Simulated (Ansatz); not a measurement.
Input of an Ansatz 0.2.0 run:

The input input.yaml:

```yaml
crystal:
  lattice:
    - [1.397149, -2.600516, 0.0]
    - [1.397149, 2.600516, 0.0]
    - [0.0, 0.0, 2.698231]
  atoms:
    - { symbol: Ge, position: [0.5, 0.5, 0.0] }
hamiltonian:
  xc: revpbe
  pseudopotentials: { kind: paw }
  dispersion: d4
kpoints:
  mp_grid: { grid: [11, 11, 10] }
scf:
  occupations: { method: fermi_dirac, width: 0.05 }
output:
  forces: true
  stress: true
  eigenvalues: true
relax:
  f_tol: 0.01
  max_steps: 40
  cell: { stress_tol: 0.05 }
```

Potentials or basis: Ansatz PAW.

Launch:

```console
$ ansatz run input.yaml --threads 2 --pin off --max-ram 5632MiB --backend cpu --events-out ev --progress --plain --runs-dir out
```

Q: What does it give for the band gap on the k mesh?

A: None (metal or under the smearing width).

Q: Estimate the space group after relaxing (to 0.05 Å).

A: P6/mmm (No. 191).

Q: Predict the relaxed cell.

A: a = 2.817 Å, b = 2.817 Å, c = 2.669 Å, α = 90.00°, β = 90.00°, γ = 120.14°.

The path:
| step | energy change (eV) | largest force (eV/Å) | volume (Å³) |
| --- | --- | --- | --- |
| 1 | 0.0000 | 0.0000 | 19.61 |
| 2 | -0.0224 | 0.0000 | 18.07 |
| 3 | -0.0235 | 0.0000 | 18.32 |
| 4 | -0.0237 | 0.0000 | 18.33 |
| 5 | -0.0238 | 0.0000 | 18.31 |
| 6 | -0.0238 | 0.0000 | 18.32 |
| 7 | -0.0238 | 0.0000 | 18.32 |
| 8 | -0.0238 | 0.0000 | 18.33 |
| 9 | -0.0239 | 0.0000 | 18.32 |
| 10 | -0.0236 | 0.0000 | 18.32 |

Caveat: the plane-wave basis is chosen anew once the cell has moved, so the energies of steps on either side of that aren't comparable; pairwise dispersion overbinds metals, which lowers pressure and volume; the PAW data sets come from PBE, with cores solved anew for the run's functional, which leaves a small shift of forces and pressure.
